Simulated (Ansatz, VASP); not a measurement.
# Cross-check of GaSb between VASP and Ansatz, part 2 of 2

Aim: how closely do two programs agree when they are given the same cell, functional and k mesh? The cell is a member of a volume series, scaled by 0.985 from a relaxed one, so a pressure remains.

VASP 6.6.1 and Ansatz 0.2.0.

So far. Step 7 (Ansatz: single point, PBEsol, volume scaled by 0.97): The run ends at a pressure of 1.56 GPa.

### 10. VASP: single point, r2SCAN, volume scaled by 1.015

Level of this step: r2SCAN; plane waves and PAW (Sb, Ga_d) (VASP).

A single point gives forces, pressure and levels at one fixed geometry, so differences don't come from the geometry; what else differs is listed under the comparison. The cell compared in this pair holds 58.63 Å³, against 55.45 Å³ for the pair before.

The input asks for a relaxation, which ended at its first step since no free force or stress exceeded the threshold; so it serves as a single point.

Input file INCAR:

```
SYSTEM = GaSb
PREC = Accurate
ENCUT = 500
EDIFF = 1E-06
NELM = 100
ISMEAR = 0
SIGMA = 0.05
LREAL = .FALSE.
ALGO = Normal
METAGGA = R2SCAN
LASPH = .TRUE.
NBANDS = 15
LORBIT = 11
LWAVE = .FALSE.
LCHARG = .FALSE.
KPAR = 4
IBRION = 2
NSW = 30
ISIF = 4
EDIFFG = -0.01
```

Input file POSCAR:

```
GaSb
1.0
    0.0000000000      3.0833654420      3.0833654420
    3.0833654420      0.0000000000      3.0833654420
    3.0833654420      3.0833654420      0.0000000000
Sb Ga
1 1
Direct
    0.7500000000      0.7500000000      0.7500000000
    0.0000000000      0.0000000000      0.0000000000
```

Input file KPOINTS:

```
Automatic mesh
0
Gamma
10 10 10
0 0 0
```

Potentials, in the order of the species: Sb and Ga_d (PBE family, release 64).

The run is started by

```bash
mpirun -np 4 vasp_std
```

Numbers of over 12 decimals in the logs are rounded to 6 here.

What it wrote:

```text
[banner, memory and clock lines left out]
running    4 mpi-ranks, on    1 nodes
[...]
[... a notice as in an earlier step ...]

 LDA part: xc-table for (None), standard interpolation
 POSCAR, INCAR and KPOINTS ok, starting setup
[...]
entering main loop
       N       E                     dE             d eps       ncg     rms          rms(c)
DAV:   1     0.492685900557E+02    0.49269E+02   -0.88714E+03  1450   0.147E+03
DAV:   2    -0.332620992957E+02   -0.82531E+02   -0.79633E+02  1627   0.304E+02
DAV:   3    -0.393364265336E+02   -0.60743E+01   -0.60590E+01  1676   0.686E+01
DAV:   4    -0.394418650841E+02   -0.10544E+00   -0.10543E+00  1732   0.102E+01
[...]
DAV:  12    -0.376027554974E+02   -0.45025E-06   -0.12685E-05  1690   0.472E-02    0.654E-03
DAV:  13    -0.376027521447E+02    0.33528E-05   -0.71870E-06  1697   0.501E-02    0.654E-04
DAV:  14    -0.376027524319E+02   -0.28718E-06   -0.32070E-07   957   0.662E-03
   1 F= -.37602752E+02 E0= -.37602752E+02  d E =-.376028E+02
[...]
reached required accuracy - stopping structural energy minimisation
```

From OUTCAR (step 10):

```text
  Total       -0.2839375     -0.2839375     -0.2839375      0.0000000      0.0000000      0.0000000
  in kB       -7.7594048     -7.7594048     -7.7594048      0.0000000      0.0000000      0.0000000
  external PRESSURE =      -7.7594048 kB  Pullay stress =       0.0000000 kB

 POSITION                                       TOTAL-FORCE (eV/Angst)
 -----------------------------------------------------------------------------------
      4.62505      4.62505      4.62505        -0.000000     -0.000000     -0.000000
      0.00000      0.00000      0.00000         0.000000      0.000000      0.000000
 -----------------------------------------------------------------------------------
    total drift:                                0.000003      0.000003      0.000003

  FREE ENERGIE OF THE ION-ELECTRON SYSTEM (eV)
  ---------------------------------------------------
  free  energy   TOTEN  =       -37.6027524319 eV

  energy  without entropy=      -37.6027523660  energy(sigma->0) =      -37.60275240

[... 2 parts as in an earlier step ...]

[... 2 further parts left out ...]
[key lines of the parts left out:]
E-fermi :   4.5814
```

### 11. Ansatz: single point, r2SCAN, volume scaled by 1.015

The same cell, functional, mesh and smearing now go to Ansatz, which takes its cutoff from its data sets.

The cell is a member of a volume series, scaled by 1.015 from a relaxed one, so a pressure remains.

Input file input.yaml:

```yaml
crystal:
  lattice:
    - [0.0, 3.08336544, 3.08336544]
    - [3.08336544, 0.0, 3.08336544]
    - [3.08336544, 3.08336544, 0.0]
  atoms:
    - { symbol: Sb, position: [0.75, 0.75, 0.75] }
    - { symbol: Ga, position: [0.0, 0.0, 0.0] }
hamiltonian:
  xc: r2scan
  pseudopotentials: { kind: paw }
kpoints:
  mp_grid: { grid: [10, 10, 10] }
scf:
  occupations: { method: gaussian, width: 0.05 }
  n_extra_bands: 4
output:
  forces: true
  stress: true
  eigenvalues: true
```

The run is started by

```bash
ansatz run input.yaml --threads 2 --pin off --max-ram 4608MiB --backend cpu --events-out ev --progress --plain --runs-dir out
```

What it wrote:

```text
[...]
Crystal: 2 atoms, lattice volume = 58.628 Å³
Basis set: ecut = 500 eV, 1459 PW (Γ), exchange–correlation on 128×128×128 points (64 copies of the dense FFT grid, shifted against one another)
Bands: 18, of which v1, the nominal top of the filled ones, is band 14 counted from 1 (13 counted from 0)
Symmetry: 24 space group operations
[...]
--- Band table (eV; the first three rows and the last of 47) ---
  k-point 0: bands = [... 10 lower, -4.5451, 7.2111, 7.2111, 7.2111, 7.4973, 10.2113, 10.2113, 10.2113]
  k-point 1: bands = [... 10 lower, -4.4396, 5.6762, 7.0398, 7.0398, 8.3854, 10.4502, 10.4502, 10.6343]
  k-point 2: bands = [... 10 lower, -4.1327, 3.9630, 6.6830, 6.6830, 8.3819, 10.9181, 10.9181, 11.9587]
  k-point 46: bands = [... 10 lower, -2.0008, 0.4151, 3.9111, 4.1185, 10.5793, 10.9233, 12.9697, 12.9725]
[key lines of the parts left out:]
SCF converged after 6 iterations
Free energy (F): -10289.862045 eV
Fermi energy:    7.358711 eV
P = ⅓ Tr σ = -0.8636 GPa (-8.636 kbar)
```

The job ended after 10 s (2 threads of Arm Neoverse N1, shared host; peak memory 0.51 GiB; 19 s of CPU time).

The run ends at a pressure of -0.86 GPa.

### 12. Differences

What differs besides the data sets and the points named for the pairs above, as far as they apply: VASP keeps PBE cores, Ansatz makes them for the functional. Total energies have different zeros and are not compared.

The two programs side by side:

```csv
quantity,Ansatz,VASP,difference
pressure (GPa),-0.86,-0.78,-0.09
gap on the k mesh (eV),0.286,0.270,+0.016
```

A gap on the mesh is an upper bound, since the band edges may lie between its points. Ansatz's pressure holds a Pulay correction of 0.03 GPa; VASP's holds none.

### 13. Other set-ups

Further runs change the set-up of one program: Ansatz's method, potentials or start, or VASP's data sets, cutoff or form of LDA. The table gives Ansatz less VASP for each quantity, since a change that brings one quantity closer may part another.

```csv
run,pressure (GPa),gap on the k mesh (eV)
as above,-0.088,0.016
Ansatz's all-electron LAPW method,-0.091,0.026
```

### 14. What came out

* difference in gap on the k mesh (single point, PBEsol, volume scaled by 0.985): -0.012 eV
* difference in gap on the k mesh (single point, PBEsol, volume scaled by 0.97): -0.013 eV
* difference in gap on the k mesh (single point, r2SCAN, volume scaled by 1.015): 0.016 eV

What this shows: The difference in gap on the k mesh is 0.016 eV (single point, r2SCAN, volume scaled by 1.015), within the 0.08 eV picked in this series as the mark of a large difference. Single point, PBEsol, volume scaled by 0.985, Ansatz's all-electron LAPW method: the difference in gap on the k mesh goes from -0.012 to -0.0065 eV. Single point, PBEsol, volume scaled by 0.97, Ansatz's all-electron LAPW method: the difference in gap on the k mesh goes from -0.013 to -0.0071 eV. Single point, r2SCAN, volume scaled by 1.015, Ansatz's all-electron LAPW method: the difference in gap on the k mesh goes from 0.016 to 0.026 eV. 2 further runs of this series are not shown here. How closely two codes agree says nothing of how well the functional describes the real material.

[Lines on the potential files, build, host, timing and source positions are cut from VASP's logs without a mark.]

[Logs are printed without paths, hosts, clocks, repeated set-up lines and the standing remarks that a program may print on its own settings, such as how far it seeks lower states.]

[Hosts, paths, dates, database ids (printed as entryN), source tags and the programs' standing remarks are cut or masked in the printed files.]
